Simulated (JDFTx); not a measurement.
Runs of JDFTx 1.7.0 (patched build) on MgO. Symmetry: Fm-3m, No. 225, cubic system. Conventional cell: a = 4.194 Å, b = 4.194 Å, c = 4.194 Å, α = 90.00°, β = 90.00°, γ = 90.00°. Mg (site symmetry m-3m) is surrounded by 6 O at 2.10 Å. O (site symmetry m-3m) is surrounded by 6 Mg at 2.10 Å. The cell is a database's computed one.

```csv
task,level,potentials or basis,k mesh,cutoff (eV),local potential set to -Z/r beyond,density cutoff over wavefunction cutoff,max SCF steps,SCF threshold on the energy,solver of the electrons,mesh quality,gap on the mesh (eV),pressure (GPa)
single point,PBEsol,PseudoDojo-SR-PBEsol-0.4.1-standard with smoothed tails,11 × 11 × 11,1143,6 bohr,8,100,1e-09 Ha,scf,not flagged,4.79,2.2
single point,PBE,PseudoDojo-SR-PBE-0.5-standard with smoothed tails,11 × 11 × 11,1143,6 bohr,8,100,1e-09 Ha,scf,not flagged,4.89,6.7
single point,LDA,PseudoDojo-SR-LDA-0.4.1-standard with smoothed tails,11 × 11 × 11,1143,6 bohr,8,100,1e-09 Ha,scf,not flagged,4.82,-4.0
single point,TASK,SG15-PBE-1.2,11 × 11 × 11,1088,-,8,100,1e-09 Ha,scf,not flagged,(a),24.6
single point,PBE,PseudoDojo-SR-PBE-0.5-standard,11 × 11 × 11,1143,-,4,100,1e-08 Ha,scf,not flagged,(b),6.7
single point,r2SCAN,SG15-PBE-1.2,11 × 11 × 11,1088,-,8,100,1e-09 Ha,scf,not flagged,(c),1.9
```

Alike in all rows: no spin polarisation; cell as given; smearing fermi-dirac 0.05 eV.

Task: Estimate the missing entries.

Result: (a) 7.23; (b) 4.90; (c) 5.66.

Caveats: an odd mesh through Γ misses points on the zone boundary, where band edges often lie; the cutoff is short for these files and lowers the pressure by up to 1 GPa (some runs); the potentials were made for another functional, which shifts forces and pressure (some runs); so large a pressure means that the cell lies far from this level's equilibrium, or that cutoff or potentials fall short (some runs).

Not every run made on this cell is shown here.
